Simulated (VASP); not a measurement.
# Settings for KBr: self-consistent run

KBr, Cm (no. 8), 2 atoms in the cell. PBE; PAW potentials Br, K_sv (PBE set). VASP 6.6.1. The atoms are moved at random off their ideal places.

Wanted: energy within 1 meV/atom; forces within 0.005 eV/Å; pressure within 0.1 GPa.

POSCAR:
```
KBr
1.0
    0.0000000000      3.3000000000      3.3000000000
    3.3000000000      0.0000000000      3.3000000000
    3.3000000000      3.3000000000      0.0000000000
Br K
1 1
Direct
    0.4956980000      0.5053380000      0.5000860000
   -0.0012630000      0.0001180000     -0.0050120000
```

## One numerical tag moved

| One numerical tag moved | Energy less reference (meV/atom) | Forces, largest deviation (eV/Å) | Pressure (GPa) | SCF iterations | Time (s) |
|---|---|---|---|---|---|
| default | 0.0 | 0.0000 | 0.76 | 15 | 37 |
| EBREAK = 0.0001 | 0.0 | 0.0000 | 0.76 | 17 | 36 |
| EBREAK = 1e-10 | 0.0 | 0.0000 | 0.76 | 15 | 38 |
| NDAV = 2 | 0.0 | 0.0000 | 0.76 | 15 | 38 |
| NBLK = 64 | 0.0 | 0.0000 | 0.76 | 15 | 38 |
| DEPER = 0.6 | 0.0 | 0.0000 | 0.76 | 15 | 33 |
| NDAV = 8 | 0.0 | 0.0000 | 0.76 | 15 | 37 |
| LMAXPAW = -1 | -0.2 | 0.0004 | 0.72 | 13 | 31 |
| LMAXPAW = 0 | 0.0 | 0.0000 | 0.76 | 15 | 36 |

## Question

For each series: keep the first row unless others stay within half of the tolerance and take at least 30 % less time, and then take the fastest.

## Answer

- one numerical tag moved: default

## The input

INCAR:
```
ALGO = Normal
EDIFF = 1E-7
ENCUT = 520
ISIF = 2
ISMEAR = 0
LASPH = True
LCHARG = False
LREAL = False
LWAVE = False
NELM = 100
PREC = Accurate
SIGMA = 0.02
```

KPOINTS:
```
k-points
0
Gamma
  6 6 6
```

Commands:
```
cat potpaw_PBE.64/Br/POTCAR potpaw_PBE.64/K_sv/POTCAR > POTCAR
mpirun -np 1 vasp_std > vasp.out
```

The chosen input took VASP 6.6.1 37 s on 1 core (Intel Xeon 6975P-C (Granite Rapids)), a shared host.
